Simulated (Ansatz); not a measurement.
## CuO (C2/c), two-dimensional strain map

Level of theory: Ansatz 0.2.0, DFT PBE, scalar-relativistic, plane waves, PAW. The runs took a 420 eV cutoff, a Γ-centred 16×16×10 mesh and Gaussian smearing (0.15 eV). No spin polarisation. Energies are free energies at this smearing, counted from the undisturbed cell; pressure is positive in compression.

Reference structure (relaxed at this level; this form isn't the usual structure):

```
CELL_PARAMETERS angstrom
2.08142 -2.08242 0.16297
2.08142 2.08242 0.16297
-0.40353 0.00000 5.13527
ATOMIC_POSITIONS crystal
Cu 0.00000 0.50000 0.00000
Cu 0.50000 0.00000 0.50000
O 0.50008 0.49992 0.25000
O 0.49992 0.50008 0.75000
```

The cell is strained by p along both x and y and by q along z, fractional coordinates fixed. Points are written (p, q).

Energy above the undisturbed cell in meV/atom (a dash: not computed):

```
 p \ q  -0.050  0.000  0.050
-0.050   143.6   53.8      ?
 0.000    31.4    0.0      ?
 0.050    35.6   43.5   99.2
```

(1) Fill in the withheld energies.

## Answers

(1) (-0.050, 0.050): 35.6; (0.000, 0.050): 26.5.

Cost: 9 runs of about 4.7 core-minutes in all, on Intel Xeon Platinum 8488C (Sapphire Rapids) (shared hosts).